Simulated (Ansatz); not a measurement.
## α-phase Li3N

All values below come from PBE-D4 (PAW; Ansatz, a quantum-chemistry and plane-wave program).

Numerical settings: plane-wave cutoff 520 eV, 12×12×10 k mesh (along the axes of the cell as run), Fermi–Dirac smearing 0.01 eV, scalar-relativistic PAW data made under PBE.

Cell: relaxed at this level.

```yaml
equilibrium_volume_per_atom: 10.82 Å³/atom
bulk modulus B0: 54.7 GPa
lattice_parameter_a: 3.609 Å
c axis length: 3.837 Å
band_gap: 1.12 eV (indirect)
smallest_direct_gap_on_the_k_points_sampled: 1.33 eV
pressure derivative B′ of the bulk modulus: 3.8
```

Measured, for comparison: band gap 2.15 eV (4 K, zero-point motion not removed, indirect, optical absorption, E parallel c; as tabulated in Brendecke and Bludau (1979), doi:10.1063/1.326533); lattice parameter c 3.866 Å (temperature not stated, not corrected to a static lattice; as tabulated in "Time-of-flight neutron diffraction study of Li3N at high temperature  Sample …). Computed (rounded) less measured: band gap -1.03 eV, lattice parameter c -0.8 %. A static lattice is as a rule a little smaller and stiffer than an uncorrected measurement, which narrows the difference in the lattice parameter c and would widen misses of the other sign.

Note: the bulk modulus comes from volumes at which shape and atoms were relaxed.

The computed numbers hold no vibrational or temperature effects.
